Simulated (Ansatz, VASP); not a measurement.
## Ta: VASP beside Ansatz

```xyz
1
Lattice="-1.5822 1.5822 1.5822 1.5822 -1.5822 1.5822 1.5822 1.5822 -1.5822" Properties=species:S:1:pos:R:3 pbc="T T T"
Ta    0.0000    0.0000    0.0000
```

Alike in both runs: functional LDA; k mesh 17 × 17 × 17; occupations fermi-dirac, width 0.08 eV; no spin polarisation.

Ansatz relaxed the structure, and its values are those at the end. VASP's run is a single point on that final structure, the one shown.

```csv
,VASP,Ansatz
version,VASP 6.6.1,Ansatz 0.2.0
potentials or method,"VASP PAW LDA potentials, release 64 (Ta_pv), cutoff 520 eV","all-electron LAPW, scalar-relativistic"
```

```tsv
	VASP	Ansatz	Ansatz less VASP
pressure (GPa)	22.6	21.0	-1.64
```

Ansatz ran all-electron here, so the differences hold the error of VASP's frozen core and of both bases.

Caveats: so large a pressure means that the cell lies far from this level's equilibrium, or that cutoff or potentials fall short (VASP). Spin-orbit coupling is left out, which matters for the levels of Ta.
